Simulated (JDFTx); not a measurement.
Input of a JDFTx 1.7.0 (patched build) run:

The input ZnSe.in:

```
lattice \
    0.0000000000     5.3551058920     5.3551058920 \
    5.3551058920     0.0000000000     5.3551058920 \
    5.3551058920     5.3551058920     0.0000000000
coords-type Lattice
ion Se     0.7500000000     0.7500000000     0.7500000000 1
ion Zn     0.0000000000     0.0000000000     0.0000000000 1

ion-species pseudo/Se.upf
ion-species pseudo/Zn.upf
elec-cutoff 43 344
elec-ex-corr gga-PBEsol
kpoint-folding 8 8 8
elec-smearing Fermi 0.0018374661
elec-n-bands 25
electronic-SCF nIterations 100 energyDiffThreshold 1e-09
electronic-minimize nIterations 30 energyDiffThreshold 1e-7
converge-empty-states yes
forces-output-coords Cartesian

dump-name run.$VAR
dump End Ecomponents EigStats BandEigs Kpoints Forces Stress
```

Potentials or basis: PseudoDojo-SR-PBEsol-0.4.1-standard with smoothed tails.

Launch:

```bash
$ jdftx -c 1 -i ZnSe.in -o ZnSe.out
```

Estimate the band gap on the k mesh.

1.17 eV, direct.

Predict the pressure.

-1.2 GPa.

**What was measured.**

From “Alloy Disordering Effects on the Thermal Conductivity and Energy Gap Temperature Dependence of Cd1−xZnxSe Ternary Crystals Grown by the Bridgman Method”, 2023, pmc:10253836, for a bulk crystal of ZnSe at 300 K: band gap 2.695 ± 0.003 eV (an exciton energy, a little under the gap).

Measured gap of ZnSe: 2.695 eV (an exciton energy, a little under the gap; 300 K; “Alloy Disordering Effects on the Thermal Conductivity and Energy Gap Temperature Dependence of Cd1−xZnxSe Ternary Crystals Grown by the Bridgman Method”, 2023, pmc:10253836). This calculation gives 1.17 eV (-1.53 eV). So large a miss can be the level of theory's own, or it may mean another phase, state or a wrong row. Spin-orbit coupling on Se is left out. The value is that of PBEsol, without temperature or zero-point motion. Semilocal functionals fall short of measured gaps as a rule.
